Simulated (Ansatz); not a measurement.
**AlRu: a sweep of the PAW cutoff**

How much do the results for AlRu depend on the PAW cutoff?

Method: DFT, PBE, PAW with Ansatz's default frozen-core files, scalar-relativistic, in Ansatz 0.2.0.

## (1) The system as given

It takes space group Pm-3m (No. 221, cubic). The conventional cell has a = 2.992 Å, b = 2.992 Å, c = 2.992 Å, α = 90.00°, β = 90.00°, γ = 90.00°. Al (site symmetry m-3m) has 8 Ru at 2.59 Å in its first shell of neighbours. Ru (site symmetry m-3m) is surrounded by 8 Al at 2.59 Å.

Structure file:

```
Al Ru
1.0
     2.99160    0.00000    0.00000
     0.00000    2.99160    0.00000
     0.00000    0.00000    2.99160
Al Ru
1 1
Cartesian
  0.0000 0.0000 0.0000
  1.4958 1.4958 1.4958
```

The cell comes from a crystallographic database entry that wasn't checked; take it as a given geometry, which may be far from equilibrium.

Atoms are numbered in the order of the input: Al1, Ru2.

## (2) With PAW files, cutoff 250 eV

Input file input.yaml:

```yaml
crystal:
  lattice:
    - [2.9916, 0.0, 0.0]
    - [0.0, 2.9916, 0.0]
    - [0.0, 0.0, 2.9916]
  atoms:
    - { symbol: Al, position: [0.0, 0.0, 0.0] }
    - { symbol: Ru, position: [0.5, 0.5, 0.5] }
kpoints:
  mp_grid: { grid: [12, 12, 12] }
scf:
  occupations: { method: fermi_dirac, width: 0.05 }
hamiltonian:
  xc: pbe
  pseudopotentials: { kind: paw }
output:
  forces: true
  stress: true
  eigenvalues: true
  efg: { contact_densities: true }
basis:
  ecutwfc: 250
```

The run is started by

```console
ansatz run input.yaml --threads 1 --pin off --max-ram 2048MiB --backend cpu --events-out ev --progress --plain --runs-dir out
```

## (3) With PAW files, cutoff 300 eV

input.yaml: that of step 2 with these lines changed.

```diff
@@ -20,3 +20,7 @@
   efg: { contact_densities: true }
+  write_density: true
+  write_potential: true
+  elf: true
+  volumetric_format: npy
 basis:
-  ecutwfc: 250
+  ecutwfc: 300
```

## (4) With PAW files, cutoff 350 eV

input.yaml: that of step 3 with these lines changed.

```diff
@@ -20,7 +20,3 @@
   efg: { contact_densities: true }
-  write_density: true
-  write_potential: true
-  elf: true
-  volumetric_format: npy
 basis:
-  ecutwfc: 300
+  ecutwfc: 350
```

## (5) With PAW files, cutoff 500 eV

input.yaml: that of step 4 with these lines changed.

```diff
@@ -21,2 +21,2 @@
 basis:
-  ecutwfc: 350
+  ecutwfc: 500
```

## (6) With PAW files, cutoff 800 eV

input.yaml: that of step 5 with these lines changed.

```diff
@@ -21,2 +21,2 @@
 basis:
-  ecutwfc: 500
+  ecutwfc: 800
```

(Steps that only read results are left out.)

Before running it: what results should come out? Wanted: energy error of the loosest run; pressure, lowest to highest.

As calculated:

| quantity | value |
| --- | --- |
| energy error of the loosest run (PAW) | 797.7 meV/atom |
| within 1 meV/atom from | cutoff 500 eV |
| pressure, lowest to highest (PAW) | 1.75 to 3.18 GPa |

**Reading.** The loosest usable run is off by 797.7 meV/atom from the tightest; from cutoff 500 eV on, all lie within 1 meV/atom of it. The energy falls at every step, as a growing basis should make it. The pressure spans 1.43 GPa (PAW). The tightest run took 5.7 s against 2.6 s for the loosest.
